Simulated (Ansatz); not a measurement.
Runs of Ansatz 0.2.0 on Si2Mo. The structure is hexagonal, space group P6_222 (No. 180). The conventional cell has a = 4.585 Å, b = 4.585 Å, c = 6.580 Å, α = 90.00°, β = 90.00°, γ = 120.00°. Around Mo (site symmetry 222) lie 10 Si at 2.57 to 2.67 Å. Si (site symmetry 2) is surrounded by 5 Si at 2.55 to 2.67 Å and 5 Mo at 2.57 to 2.67 Å. Measurements of this composition are mostly on another form, of space group No. 139.

```csv
level,U,k mesh,hubbard projectors,double counting,gap on the mesh (eV),pressure (GPa),relaxed volume (Å³/atom)
revPBE,-,5 × 5 × 3,-,-,0.60,0.0,13.66
PBEsol+D4,-,7 × 7 × 4,-,-,0.26,0.0,13.01
RPBE+D3(BJ),-,7 × 7 × 4,-,-,0.24,0.0,11.63
PBEsol+U,Mo d U = 5 eV,5 × 5 × 3,ortho-atomic (the default),fll (the default),(b),0.0,13.14
RPBE+D4,-,7 × 7 × 4,-,-,0.27,0.0,12.93
revPBE+D4,-,7 × 7 × 4,-,-,0.27,0.0,(a)
```

Alike in all rows: task relaxation of cell and atoms; potentials or basis Ansatz PAW; no spin polarisation; cell relaxed; cutoff (eV) 420; smearing fermi-dirac 0.05 eV.

Task: Estimate the missing entries.

Result: (a) 12.97; (b) 1.19.

Caveats: odd divisions of the mesh miss points on the zone boundary, where band edges often lie, so the gap on the mesh can be too wide; the plane-wave basis is chosen anew once the cell has moved, so the energies of steps on either side of that aren't comparable; the PAW data sets come from PBE, with cores solved anew for the run's functional, which leaves a small shift of forces and pressure; the U is typed as a test and isn't derived for this compound (some runs).

A k mesh can miss the band edges, and the runs leave out spin-orbit coupling on Mo.
